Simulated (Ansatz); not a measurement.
Write the native input for Ansatz 0.2.0 that does the following.

* Task: band structure
* Functional: RPBE
* Potentials or basis: Ansatz PAW
* Cutoff: 420 eV (not typed: the program's choice for these potentials)
* k mesh: 8 × 8 × 8
* Occupations: fermi-dirac, width 0.05 eV
* Spin: no spin polarisation
* Path: [["G", "X", "W", "K", "G", "L", "U", "W", "L", "K"], ["U", "X"]]
* Points for each segment of the path: 14

Crystal: CdS.

```
Cd S
1.0
     0.00000    2.75324    2.75324
     2.75324    0.00000    2.75324
     2.75324    2.75324    0.00000
Cd S
1 1
Direct
  0.00000 0.00000 0.00000
  0.50000 0.50000 0.50000
```

Measurements of this composition are mostly on another form, of space group No. 186.

These files were run (other wordings do the same):

input.yaml

```yaml
crystal:
  lattice:
    - [0.0, 2.753244, 2.753244]
    - [2.753244, 0.0, 2.753244]
    - [2.753244, 2.753244, 0.0]
  atoms:
    - { symbol: Cd, position: [0.0, 0.0, 0.0] }
    - { symbol: S, position: [0.5, 0.5, 0.5] }
hamiltonian:
  xc: rpbe
  pseudopotentials: { kind: paw }
kpoints:
  mp_grid: { grid: [8, 8, 8] }
  band_path:
    path:
      - [[0.0, 0.0, 0.0], [0.5, 0.0, 0.5], [0.5, 0.25, 0.75], [0.375, 0.375, 0.75], [0.0, 0.0, 0.0], [0.5, 0.5, 0.5], [0.625, 0.25, 0.625], [0.5, 0.25, 0.75], [0.5, 0.5, 0.5], [0.375, 0.375, 0.75]]
      - [[0.625, 0.25, 0.625], [0.5, 0.0, 0.5]]
    npoints: 14
scf:
  occupations: { method: fermi_dirac, width: 0.05 }
  n_extra_bands: 6
output:
  forces: true
  stress: true
  eigenvalues: true
  fatbands: false
```

Potentials or basis: Ansatz PAW.

The run is started by

```bash
$ ansatz run input.yaml --threads 2 --pin off --max-ram 5632MiB --backend cpu --events-out ev --progress --plain --runs-dir out
```

It gave:

```json
{
  "Pressure": "2.1 GPa",
  "Band gap on the k mesh": "0.38 eV, indirect (least direct gap 1.69 eV)",
  "Band gap along the path": "0.38 eV, indirect (least direct gap 1.69 eV)"
}
```

Caveat: the PAW data sets come from PBE, with cores solved anew for the run's functional, which leaves a small shift of forces and pressure.

Wall time 1.6 s on 2 threads of Arm Neoverse V2 (shared host), peak memory 0.3 GiB.
